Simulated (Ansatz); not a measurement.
## Cu under changes of volume

One of the cells (11.810 Å³/atom); the others are scaled copies at fixed shape and fractional positions:

```xyz
1
Lattice="0.0000 1.8075 1.8075 1.8075 0.0000 1.8075 1.8075 1.8075 0.0000" Properties=species:S:1:pos:R:3 pbc="T T T"
Cu    0.0000    0.0000    0.0000
```

| Item | Value |
| --- | --- |
| Program | Ansatz 0.2.0 |
| Functional | PBEsol |
| Potentials or basis | Ansatz PAW |
| Cutoff | 420 eV (not typed: the program's choice for these potentials) |
| k mesh | 13 × 13 × 13 |
| Occupations | fermi-dirac, width 0.05 eV |
| Spin | no spin polarisation |

```tsv
volume (Å³/atom)	energy over the lowest point (meV/atom)	pressure (GPa)
11.102	2.02	3.3
11.338	0.00	-0.4
11.574	?	?
11.810	10.73	-6.6
12.047	22.35	-9.1
12.283	37.48	-11.4
12.519	55.71	-13.3
```

Problem. What does the run at 11.574 Å³/atom give?

Solution. Energy over the lowest point 3.09 meV/atom; pressure -3.7 GPa.

Worked out: A Birch-Murnaghan fit of order 3 (a polynomial in V^(-2/3)) to the other rows has its minimum at 11.31 Å³/atom with B0 = V·E''(V) = 168 GPa and B' = 4.9. It gives 3.11 meV/atom at 11.574 Å³/atom, against the run's 3.09, and -dE/dV = -3.7 GPa, against -3.7.

Energies are extrapolated to zero smearing.

Caveats: the PAW data sets come from PBE, with cores solved anew for the run's functional, which leaves a small shift of forces and pressure.
